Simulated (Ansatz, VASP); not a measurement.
Two plane-wave programs on Ni

INCAR

```
PREC = Accurate ; ENCUT = 520
EDIFF = 1E-6 ; ISMEAR = 0
SIGMA = 0.05 ; LREAL = F
LASPH = T ; NELM = 150
ALGO = Normal ; ISIF = 2
LWAVE = F ; LCHARG = F
ISPIN = 2 ; MAGMOM = 0.71
LORBIT = 11 ; LMAXMIX = 4
NBANDS = 15
```

Contents of KPOINTS:

```
regular mesh
0
Gamma
  22 22 22
```

The input POSCAR:

```
Ni
1.0
    0.0000000000      1.6891805685      1.6891805685
    1.6891805685      0.0000000000      1.6891805685
    1.6891805685      1.6891805685      0.0000000000
Ni
1
Direct
    0.0000000000      0.0000000000      0.0000000000
```

Input for Ansatz:

```yaml
crystal:
  lattice:
    - [0.0, 1.6891805685, 1.6891805685]
    - [1.6891805685, 0.0, 1.6891805685]
    - [1.6891805685, 1.6891805685, 0.0]
  atoms:
    - { symbol: Ni, position: [0.0, 0.0, 0.0], spin: 0.71 }
basis:
  ecutwfc: 420
  ecutrho_ratio: 4
kpoints:
  mp_grid: { grid: [22, 22, 22] }
hamiltonian:
  xc: lda
scf:
  occupations: { method: gaussian, width: 0.05 }
output:
  forces: true
  stress: true
  eigenvalues: true
  populations: true
magnetization:
  spin_polarized: true
```

Alike in both runs: task single point; functional LDA; k mesh 22 × 22 × 22; occupations gaussian, width 0.05 eV; collinear spin.

```csv
,VASP,Ansatz
version,VASP 6.6.1,Ansatz 0.2.0
potentials or method,"VASP PAW LDA potentials, release 64 (Ni)","scalar-relativistic, plane waves, PAW"
plane-wave cutoff (eV),520,420
valence electrons in the cell,10,18
```

Ansatz gave:

```
gap on the k mesh at the Fermi level (eV)                     : none
pressure (GPa)                                                : 11.3
net moment per atom (μB)                                      : 0.60
size of the moment on the site where the two differ most (μB) : 0.63
```

Question: What did VASP give for the same quantities?

Answer: gap on the k mesh at the Fermi level (eV): none; pressure (GPa): 10.6; net moment per atom (μB): 0.54; size of the moment on the site where the two differ most (μB): 0.54.

Site moments also hang on the region over which each program counts them. A gap of «none» marks a metal or a gap that the smearing closes. The two sets of potentials don't hold the same shells in valence.
